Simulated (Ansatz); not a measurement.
# Al(100) film, 6 layers, cover Cu: surface scattering, part 2 of 2

Aim: how much of the in-plane current does the surface defect in Al(100) film, 6 layers, cover Cu reflect?

Ansatz 0.2.0; Ansatz plane-wave DFT, PBE, PAW files; relaxation of the atoms about the surface defect; PAW set soft_1 (the session's first sound run).

So far: Starting point; Relaxing about the defect.

## (2) Relaxing about the defect (continued)

Relaxation path:

```
step  energy less that of the first step (eV)  largest force component (eV/Å)
   1                                   0.0000                          0.9408
   2                                  -0.5241                          0.5288
   3                                  -0.6927                          0.0885
   4                                  -0.7041                          0.0322
   5                                  -0.7052                          0.0077
```

The run keeps the 4 symmetry operations that it works with, so distortions that break them were not tested.

The atoms that moved most (Å):

| atom | dx | dy | dz | length |
| --- | --- | --- | --- | --- |
| Cu82 | -0.417 | 0.000 | -0.151 | 0.443 |
| Cu79 | -0.417 | 0.000 | 0.151 | 0.443 |
| Cu81 | -0.311 | 0.000 | -0.040 | 0.314 |
| Cu80 | -0.311 | 0.000 | 0.040 | 0.314 |
| Al30 | 0.108 | 0.000 | -0.073 | 0.131 |
| Al54 | 0.108 | 0.000 | 0.073 | 0.131 |
| Al48 | -0.096 | 0.000 | -0.086 | 0.129 |
| Al36 | -0.096 | 0.000 | 0.086 | 0.129 |

Numbers from this step:

| Property | Result |
| --- | --- |
| free energy | -68413.8191 eV |
| energy at zero smearing | -68413.2270 eV |
| Fermi energy | 2.548 eV |

The largest force component on a free atom ends at 0.0077 eV/Å, under the tolerance of 0.03, after 5 steps.

## (3) Transmission along the film

The film far from the defect is the lead. The first vector holds vacuum and takes one k-point. Energies from -0.05 to 0.05 eV in steps of 0.05 eV are too few for the program's thermal sum, so it prints no conductance; for a metal the transmission near the Fermi level serves, at a fraction of the cost.

This step: Ansatz plane-wave DFT, PBE, PAW files; ballistic transport by layer matching (Landauer), zero bias; PAW set soft_1 (Ansatz 0.2.0).

The input, input.yaml:

```yaml
crystal:
  lattice:
    - [23.14391, 0.0, 0.0]
    - [0.0, 2.862347037, 0.0]
    - [0.0, 0.0, 37.2105114815]
  atoms:
    - { symbol: Al, position: [0.1944355988, 0.0, 0.0] }
    - { symbol: Al, position: [0.2818877623, 0.5, 0.0384615385] }
    - { symbol: Al, position: [0.3693399257, 0.0, 0.0] }
    - { symbol: Al, position: [0.4567920892, 0.5, 0.0384615385] }
    - { symbol: Al, position: [0.5442442526, 0.0, 0.0] }
    - { symbol: Al, position: [0.631696416, 0.5, 0.0384615385] }
    - { symbol: Al, position: [0.1944355988, 0.0, 0.0769230769] }
    - { symbol: Al, position: [0.2818877623, 0.5, 0.1153846154] }
    - { symbol: Al, position: [0.3693399257, 0.0, 0.0769230769] }
    - { symbol: Al, position: [0.4567920892, 0.5, 0.1153846154] }
    - { symbol: Al, position: [0.5442442526, 0.0, 0.0769230769] }
    - { symbol: Al, position: [0.631696416, 0.5, 0.1153846154] }
    - { symbol: Al, position: [0.1944355988, 0.0, 0.1538461538] }
    - { symbol: Al, position: [0.2818877623, 0.5, 0.1923076923] }
    - { symbol: Al, position: [0.3693399257, 0.0, 0.1538461538] }
    - { symbol: Al, position: [0.4567920892, 0.5, 0.1923076923] }
    - { symbol: Al, position: [0.5442442526, 0.0, 0.1538461538] }
    - { symbol: Al, position: [0.631696416, 0.5, 0.1923076923] }
    - { symbol: Al, position: [0.1944355988, 0.0, 0.2307692308] }
    - { symbol: Al, position: [0.2818877623, 0.5, 0.2692307692] }
    - { symbol: Al, position: [0.3693399257, 0.0, 0.2307692308] }
    - { symbol: Al, position: [0.4567920892, 0.5, 0.2692307692] }
    - { symbol: Al, position: [0.5442442526, 0.0, 0.2307692308] }
    - { symbol: Al, position: [0.631696416, 0.5, 0.2692307692] }
    - { symbol: Al, position: [0.1944355988, 0.0, 0.3076923077] }
    - { symbol: Al, position: [0.2818877623, 0.5, 0.3461538462] }
    - { symbol: Al, position: [0.3693399257, 0.0, 0.3076923077] }
    - { symbol: Al, position: [0.4567920892, 0.5, 0.3461538462] }
    - { symbol: Al, position: [0.5442442526, 0.0, 0.3076923077] }
    - { symbol: Al, position: [0.6363748618, 0.5, 0.3441832667] }
    - { symbol: Al, position: [0.1944355988, 0.0, 0.3846153846] }
    - { symbol: Al, position: [0.2818877623, 0.5, 0.4230769231] }
    - { symbol: Al, position: [0.3693399257, 0.0, 0.3846153846] }
    - { symbol: Al, position: [0.4567920892, 0.5, 0.4230769231] }
    - { symbol: Al, position: [0.5447112038, 0.0, 0.3840445301] }
    - { symbol: Al, position: [0.6275425254, 0.5, 0.4253999604] }
    - { symbol: Al, position: [0.1944355988, 0.0, 0.4615384615] }
    - { symbol: Al, position: [0.2818877623, 0.5, 0.5] }
    - { symbol: Al, position: [0.3693399257, 0.0, 0.4615384615] }
    - { symbol: Al, position: [0.4567920892, 0.5, 0.5] }
    - { symbol: Al, position: [0.5410863444, 0.0, 0.4620530873] }
    - { symbol: Al, position: [0.6293098038, 0.5, 0.5] }
    - { symbol: Al, position: [0.1944355988, 0.0, 0.5384615385] }
    - { symbol: Al, position: [0.2818877623, 0.5, 0.5769230769] }
    - { symbol: Al, position: [0.3693399257, 0.0, 0.5384615385] }
    - { symbol: Al, position: [0.4567920892, 0.5, 0.5769230769] }
    - { symbol: Al, position: [0.5410863444, 0.0, 0.5379469127] }
    - { symbol: Al, position: [0.6275425254, 0.5, 0.5746000396] }
    - { symbol: Al, position: [0.1944355988, 0.0, 0.6153846154] }
    - { symbol: Al, position: [0.2818877623, 0.5, 0.6538461538] }
    - { symbol: Al, position: [0.3693399257, 0.0, 0.6153846154] }
    - { symbol: Al, position: [0.4567920892, 0.5, 0.6538461538] }
    - { symbol: Al, position: [0.5447112038, 0.0, 0.6159554699] }
    - { symbol: Al, position: [0.6363748618, 0.5, 0.6558167333] }
    - { symbol: Al, position: [0.1944355988, 0.0, 0.6923076923] }
    - { symbol: Al, position: [0.2818877623, 0.5, 0.7307692308] }
    - { symbol: Al, position: [0.3693399257, 0.0, 0.6923076923] }
    - { symbol: Al, position: [0.4567920892, 0.5, 0.7307692308] }
    - { symbol: Al, position: [0.5442442526, 0.0, 0.6923076923] }
    - { symbol: Al, position: [0.631696416, 0.5, 0.7307692308] }
    - { symbol: Al, position: [0.1944355988, 0.0, 0.7692307692] }
    - { symbol: Al, position: [0.2818877623, 0.5, 0.8076923077] }
    - { symbol: Al, position: [0.3693399257, 0.0, 0.7692307692] }
    - { symbol: Al, position: [0.4567920892, 0.5, 0.8076923077] }
    - { symbol: Al, position: [0.5442442526, 0.0, 0.7692307692] }
    - { symbol: Al, position: [0.631696416, 0.5, 0.8076923077] }
    - { symbol: Al, position: [0.1944355988, 0.0, 0.8461538462] }
    - { symbol: Al, position: [0.2818877623, 0.5, 0.8846153846] }
    - { symbol: Al, position: [0.3693399257, 0.0, 0.8461538462] }
    - { symbol: Al, position: [0.4567920892, 0.5, 0.8846153846] }
    - { symbol: Al, position: [0.5442442526, 0.0, 0.8461538462] }
    - { symbol: Al, position: [0.631696416, 0.5, 0.8846153846] }
    - { symbol: Al, position: [0.1944355988, 0.0, 0.9230769231] }
    - { symbol: Al, position: [0.2818877623, 0.5, 0.9615384615] }
    - { symbol: Al, position: [0.3693399257, 0.0, 0.9230769231] }
    - { symbol: Al, position: [0.4567920892, 0.5, 0.9615384615] }
    - { symbol: Al, position: [0.5442442526, 0.0, 0.9230769231] }
    - { symbol: Al, position: [0.631696416, 0.5, 0.9615384615] }
    - { symbol: Cu, position: [0.6915044164, 0.0, 0.3886826764] }
    - { symbol: Cu, position: [0.6960580548, 0.0, 0.462616856] }
    - { symbol: Cu, position: [0.6960580548, 0.0, 0.537383144] }
    - { symbol: Cu, position: [0.6915044164, 0.0, 0.6113173236] }
kpoints:
  mp_grid: { grid: [1, 11, 1] }
hamiltonian:
  xc: pbe
  pseudopotentials: { kind: paw, azcp: { folder: soft_1 } }
scf:
  occupations: { method: fermi_dirac, width: 0.1 }
output:
  transmission: { leads: [[0, 6]], kmesh: [1, 22], e_range: [-0.05, 0.05], de: 0.05 }
  write_potential: true
  write_density: true
  volumetric_format: npy
  elf: true
```

Started as:

```
$ ansatz run input.yaml --threads 8 --pin off --max-ram 15360MiB --backend cpu --events-out ev --progress --plain --runs-dir out
```

Numbers of over 12 decimals in the logs are rounded to 6 here.

Log:

```text
[...]
Crystal: 82 atoms, lattice volume = 2465.044 Å³
Basis set: ecut = 420 eV, 48237 PW (Γ)
Bands: 237, of which v1, the nominal top of the filled ones, is band 155 counted from 1 (154 counted from 0)
Symmetry: 4 space group operations
[...]
k-points: 6 of 11
[...]
SCF iter   1: F=—  HF=-68437.593866 eV  |F-HF|=—  |Δ(HF+E_count)|=         —  Δρ=1.51e-1  dr2=1.38e3  ethr=3.10e-3  ⟨swp⟩=8.2  Hψ=7821  notcnv=0  defer=33
[...]
SCF iter  15: F=-68413.976808 eV  HF=-68413.976808 eV  |F-HF|=1.00e-8  |Δ(HF+E_count)|=   5.68e-9  Δρ=7.09e-7  dr2=1.14e-8  ethr=3.23e-11  ⟨swp⟩=33.3  Hψ=8153  notcnv=0
SCF 1 converged in 15 iterations: F = -68413.976808 eV  dr2 = 1.14e-8
[...]
transmission: 64 of 588 steps passed
transmission: 124 of 588 steps passed
[...]
transmission: 588 of 588 steps passed
WARN: The output density's exchange-correlation potential varies sharply where the density is thin. Do not read a vacuum level from v_tot or v_xc, or from such a field of the output density. On a cell that repeats whose density bears no net charge and no dipole along the vacuum's axis use v_es (v_loc + v_h of the components); under efield.dipole_correction with no amplitude use v_es + v_field, which holds any externa [...]
SCF converged after 15 iterations
Free energy (F): -68413.976808 eV
[...]
Internal energy: -68412.827546 eV  (E = F + TS)
E sigma→0 (E₀):  -68413.402177 eV
Entropy (-TS):   -1.149261 eV (-14.015 meV/atom)
Fermi energy:    2.553530 eV
[...]
--- Band table (eV; the first three rows and the last of 6) ---
  k-point 0: bands = [... 151 lower, 2.5748, 2.6253, 2.7151, 2.7239, 2.9638, 3.0246, 3.1451, 3.1848, ... 78 higher]
  k-point 1: bands = [... 151 lower, 2.6925, 2.7594, 2.8518, 2.8625, 3.1024, 3.1569, 3.2827, 3.3171, ... 78 higher]
  k-point 2: bands = [... 151 lower, 2.9778, 3.1208, 3.2130, 3.2588, 3.2708, 3.3077, 3.3216, 3.3627, ... 78 higher]
  k-point 5: bands = [... 151 lower, 1.9432, 1.9970, 2.0197, 2.0824, 2.1447, 2.1503, 2.1629, 2.1683, ... 78 higher]
--- Transmission ---
  basis      : 577 plane waves across, 49 finite elements along
  points     : 12, standing for a mesh of 1 x 22
  energies   : 3 from -0.050000 to 0.050000 eV about the Fermi level, 0.050000 eV apart; the leads are filled to 0.000000 eV, and channels, transmission and decay are at 0.000000 eV
  crystal 0  : Al6, at the sites [0, 6], period 2.8623 Å, over 24.33 Å; its Hamiltonian steps by up to 6.1 meV
    offset         : up to 0.0000 Å between an atom of the period and one for which it stands
    channels       : 6.136364e0 a spin
    conductance    : none, the energies end too early or step too widely for 300 K: set another output.transmission.e_range or a lower de, or, where they end at an eighth of basis.ecutwfc, a higher one
  junction   : crystal 0 to crystal 0, 0.72 to 35.06 Å
    transmission   : 5.386317e0 a spin
[...]
```

Wall time 6.8 min (8 threads of Intel Xeon 6975P-C (Granite Rapids), shared host); peak memory 11 GiB.

Numbers from this step:

* free energy: -68413.9768 eV
* energy at zero smearing: -68413.4022 eV
* Fermi energy: 2.554 eV
* cell area: 66.25 Å²
* transmission per spin nearest the Fermi level: 5.386
* open channels per spin nearest the Fermi level: 6.136
* step of the lead's potential: 6.1 meV

Per spin. The transmission, zone mean by energy, zero at the Fermi level:

```
energy (eV)  transmission, zone mean
    -0.0500                     4.97
     0.0000                     5.39
     0.0500                     5.60
```

Per spin. Open channels, zone mean, lead against energy, zero at the Fermi level:

| energy (eV) | open channels, zone mean, lead |
| --- | --- |
| -0.0500 | 5.68 |
| 0.0000 | 6.14 |
| 0.0500 | 6.41 |

ELF in the ca plane at fractional y = 0.000, with atoms of Al and Cu within 0.2 Å of it. It is the smooth field of the valence electrons, not physical close to the nuclei.

Ten even steps from '0' (0.00 × 1e-1) to '9' (7.78 × 1e-1), each cell a mean:
```
00000000000000000000000000000000000000000000
00000000000000000000000000000000000000000000
00000000000000000000000000000000000000000000
00000000000000000000000000000000000000000000
00000000000000000000000000000000000000000000
11111111111122111111111111110000000000000000
12222321222233222212322221122210000111000001
26422422452233225422422362236642123565321246
22345654323566532235664322468763235898632368
54567765545677654456776545667765456777654567
23267774233788732247776332488862325888523268
43577775334787753357777533677774346777643477
44467765445677654456776444567764445777544467
44567765445677654456776544577765446777544567
33477775334777743357777433577773336778633377
23377775334777743347777332577763336878633367
54567765545677654456776545667765456777654567
43467765434677653456776434577764345777543467
33477776335777753357777533677774346777643477
35489995454999954459998453699983537999735489
99987689999876899998678999976789999767999987
34321123443211234432112343321123432111234321
00000000000000000000000000000000000000000000
00000000000000000000000000000000000000000000
```
Columns run along c (16.0 Å, from fractional 0.38 to 0.81 of the cell), rows up along a (23.1 Å). Atoms in or near the plane, at fractional coordinates: Al at (0.38, 0.19), Al at (0.38, 0.37), Al at (0.38, 0.54), Al at (0.46, 0.19), Al at (0.46, 0.37), Al at (0.46, 0.54), Al at (0.54, 0.19), Al at (0.54, 0.37), Al at (0.54, 0.54), Al at (0.62, 0.19), Al at (0.62, 0.37), Al at (0.62, 0.54), Al at (0.69, 0.19), Al at (0.69, 0.37) and more.

Valence density in the ca plane at fractional y = 0.000, with atoms of Al and Cu within 0.2 Å of it. It is the smooth field of the valence electrons, not physical close to the nuclei.

Ten steps, logarithmic in the rise over the least value, from '0' (0 e/Å³) to '9' (36 e/Å³), each cell a mean:
```
00000000000000000000000000000000000000000000
00000000000000000000000000000000000000000000
00000000000000000000000000000000000000000000
00000000000000000000000000000000000000000000
00000000000000000000000000000000000000000000
00000000000000000000000000000000000000000000
35420002664100146620001453100000000000000000
69841114896211269841114897210000000000000000
11111111111111111111111111100000000000000000
00000000000000000000000000000000000000000000
00000000000000000000000000000000000000000000
00000000000100100000000000000000000000000000
00000000000000000000000000000000000000000000
00000000000000000000000000000000000000000000
00000000000000000000000000000000000000000000
00000000000000000000000000000000000000000000
00000000000000000000000000000000000000000000
00000000000000000000000000000000000000000000
00000000000000000000000000000000000000000000
00000000000000000000000000000000000000000000
00000000000000000000000000000000000000000000
00000000000000000000000000000000000000000000
00000000000000000000000000000000000000000000
00000000000000000000000000000000000000000000
```
Columns run along c (16.0 Å, from fractional 0.38 to 0.81 of the cell), rows up along a (23.1 Å). Atoms in or near the plane, at fractional coordinates: Al at (0.38, 0.19), Al at (0.38, 0.37), Al at (0.38, 0.54), Al at (0.46, 0.19), Al at (0.46, 0.37), Al at (0.46, 0.54), Al at (0.54, 0.19), Al at (0.54, 0.37), Al at (0.54, 0.54), Al at (0.62, 0.19), Al at (0.62, 0.37), Al at (0.62, 0.54), Al at (0.69, 0.19), Al at (0.69, 0.37) and more.

Electrostatic potential energy in the ca plane at fractional y = 0.000, with atoms of Al and Cu within 0.2 Å of it. With pseudopotentials it is smooth inside the atoms' cores, unlike the true potential.

Values in units of 1e0 eV, 13 rows by 16 columns, each cell a mean:
```
 6.8  6.8  6.9  6.9  6.9  6.9  6.9  6.8  6.8  6.8  6.8  6.8  6.8  6.8  6.8  6.8
 6.8  6.8  6.9  6.9  6.9  6.9  6.9  6.8  6.8  6.8  6.8  6.8  6.8  6.8  6.8  6.8
 6.5  6.7  6.7  6.6  6.8  6.7  6.6  6.7  6.6  6.6  6.7  6.8  6.8  6.8  6.8  6.8
-6.7 -0.3 -1.2 -7.8  2.0 -4.2 -6.7  3.1 -5.6 -2.9  5.9  6.7  6.7  6.6  6.7  6.6
-5.0 -0.8 -0.1 -3.9  1.4 -1.6 -3.1  1.8 -4.4 -2.1  3.0  4.9  4.5  3.5  5.4  4.2
-2.6 -1.4 -2.5 -2.8 -0.1 -3.2 -3.4  1.1 -3.8 -3.8  0.9 -3.6 -3.5  0.0 -3.0 -3.0
-2.2  1.0 -0.7 -2.3  1.0 -1.6 -2.2  2.0 -1.5 -1.7  2.0 -2.0 -1.1  1.6 -2.1 -0.4
-2.2  0.8 -0.2 -2.1  1.6 -1.0 -1.9  2.0 -1.5 -1.6  2.0 -1.9 -1.0  1.6 -2.1 -0.3
-2.6 -1.6 -3.0 -2.9 -0.1 -3.6 -3.6  0.8 -3.9 -3.9  0.8 -3.6 -3.6 -0.1 -3.0 -3.1
 1.4  2.5  2.3  1.5  2.5  2.1  1.7  2.6  1.9  1.9  2.6  1.7  2.1  2.5  1.5  2.3
-5.3 -3.1 -5.4 -5.8 -1.1 -6.3 -6.5  0.2 -6.8 -6.7  0.3 -6.5 -6.3 -1.0 -5.8 -5.5
 4.9  6.0  5.7  4.9  6.1  5.5  5.1  6.2  5.3  5.2  6.2  5.1  5.5  6.1  4.9  5.7
 6.8  6.8  6.8  6.8  6.9  6.8  6.8  6.8  6.8  6.8  6.8  6.8  6.8  6.8  6.8  6.8
```
Columns run along c (16.0 Å, from fractional 0.38 to 0.81 of the cell; values clipped at the 3rd and 97th percentile), rows up along a (23.1 Å). Atoms in or near the plane, at fractional coordinates: Al at (0.38, 0.19), Al at (0.38, 0.37), Al at (0.38, 0.54), Al at (0.46, 0.19), Al at (0.46, 0.37), Al at (0.46, 0.54), Al at (0.54, 0.19), Al at (0.54, 0.37), Al at (0.54, 0.54), Al at (0.62, 0.19), Al at (0.62, 0.37), Al at (0.62, 0.54), Al at (0.69, 0.19), Al at (0.69, 0.37) and more.

Over the solved energies the transmission per spin lies between 4.97 and 5.60, out of 6.08 channels of the lead on average (up to 6.41).

## (4) Share that passes

This step: Ansatz plane-wave DFT, PBE, PAW files; ballistic transport by layer matching (Landauer), zero bias; share of the film's channels that pass the defect (the area holds the vacuum); PAW set soft_1 (Ansatz 0.2.0).

This step gave:

* T over the leads' mean channel count: 0.8755

Averaged over the energies near the Fermi level, 87.6 % of the channels pass.

## (5) Results

| Property | Result |
| --- | --- |
| share of the film's channels that pass | 0.876 |

What this shows: 88 % of the film's channels pass the defect. The film is 6 layers thick, so the defect disturbs a good part of its section. It runs straight across the current without end, so the wavevector along it is kept. Only atoms near the defect are relaxed, while the rest of the face keeps bulk spacings, so part of the reflection may come from that relaxed patch.

[Logs are printed without paths, hosts, clocks, repeated set-up lines and the standing remarks that a program may print on its own settings, such as how far it seeks lower states.]

[Hosts, paths, dates, database ids (printed as entryN), source tags and the programs' standing remarks are cut or masked in the printed files.]
